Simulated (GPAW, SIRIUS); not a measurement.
This is a calculation of Ta for SIRIUS 7.10.0. Atoms were shifted at random by some hundredths of an Å from the given cell, which wasn't relaxed again for these runs. This isn't the form of Ta at room conditions, which is bcc.

The input sirius.json:

```json
{
  "control": {
    "processing_unit": "cpu",
    "verbosity": 2,
    "num_bands_to_print": 21,
    "print_forces": true,
    "print_stress": true
  },
  "parameters": {
    "electronic_structure_method": "pseudopotential",
    "xc_functionals": ["XC_GGA_X_PBE_SOL", "XC_GGA_C_PBE_SOL"],
    "gk_cutoff": 7.7,
    "pw_cutoff": 15.4,
    "ngridk": [11, 11, 5],
    "shiftk": [0, 0, 0],
    "smearing": "fermi_dirac",
    "smearing_width": 0.0018374661,
    "num_bands": 21,
    "num_mag_dims": 0,
    "num_dft_iter": 100,
    "energy_tol": 1e-08,
    "density_tol": 1e-06
  },
  "iterative_solver": {
    "type": "davidson",
    "min_tolerance": 1e-09,
    "tolerance_scale": [0.1, 0.25]
  },
  "mixer": {
    "type": "anderson",
    "beta": 0.7,
    "max_history": 8
  },
  "settings": {
    "tol_ne": 1e-10,
    "pseudo_grid_cutoff": 6.5
  },
  "unit_cell": {
    "lattice_vectors": [
      [5.480908876727, 0.0, 0.0],
      [-2.740454438364, 4.746606323076, 0.0],
      [0.0, 0.0, 9.762842944775]
    ],
    "atom_coordinate_units": "lattice",
    "atom_types": ["Ta"],
    "atom_files": {
      "Ta": "Ta.json"
    },
    "atoms": {
      "Ta": [
        [0.330317, 0.672474, 0.242856],
        [0.6626, 0.32497, 0.759261]
      ]
    }
  }
}
```

Potentials or basis: PseudoDojo 0.4.1 PBEsol standard (scalar relativistic).

Command:

```sh
$ upf_to_json Ta.upf
$ OMP_NUM_THREADS=1 sirius.scf --input=sirius.json --output=out.json --task=0
```

Question: Set up the same calculation for GPAW 26.7.0 (ASE script). Potentials or basis there: PAW data sets generated for this functional, cutoff 600 eV.

Answer: As run (cutoffs and basis follow the program's own potentials, and thresholds, step limits or extra output files can differ):

Contents of run.py:

```python
from ase import Atoms
from ase.dft.bandgap import bandgap
from ase.io import write
from ase.units import GPa
from gpaw import GPAW, PW, setup_paths

setup_paths.insert(0, '.')

atoms = Atoms(['Ta', 'Ta'],
              cell=[[2.9003720726, 0.0, 0.0],
                    [-1.4501860363, 2.5117958953, 0.0],
                    [0.0, 0.0, 5.166274]],
              scaled_positions=[[0.330317, 0.672474, 0.242856],
                                [0.6626, 0.32497, 0.759261]],
              pbc=True)

calc = GPAW(mode=PW(600),
            xc='PBEsol',
            kpts={'size': (11, 11, 5), 'gamma': True},
            occupations={'name': 'fermi-dirac', 'width': 0.05},
            nbands=26,
            convergence={'density': 1e-05, 'energy': 1e-05},
            maxiter=150,
            txt='gpaw.txt')
atoms.calc = calc
energy = atoms.get_potential_energy()
forces = atoms.get_forces()
stress = atoms.get_stress()
calc.write('gs.gpw')
write('result.traj', atoms)
print(f'Energy: {energy:.6f} eV')
print('Forces (eV/A):')
print(forces.round(4))
print('Stress (GPa):', (stress / GPa).round(3))
print('Fermi level:', round(calc.get_fermi_level(), 4), 'eV')
print(f'Gap: {bandgap(calc)[0]:.4f} eV, direct: {bandgap(calc, direct=True)[0]:.4f} eV')
```

Potentials or basis: PAW data sets generated in the run's folder for this functional, pw.

Command:

```console
$ gpaw-setup -f PBEsol Ta
$ OMP_NUM_THREADS=1 python run.py
```

Both were run:

|  | SIRIUS | GPAW |
| --- | --- | --- |
| Pressure | -6.7 GPa | -6.6 GPa |
| Largest force | 0.894 eV/Å | 0.893 eV/Å |

Pressure is positive in compression.
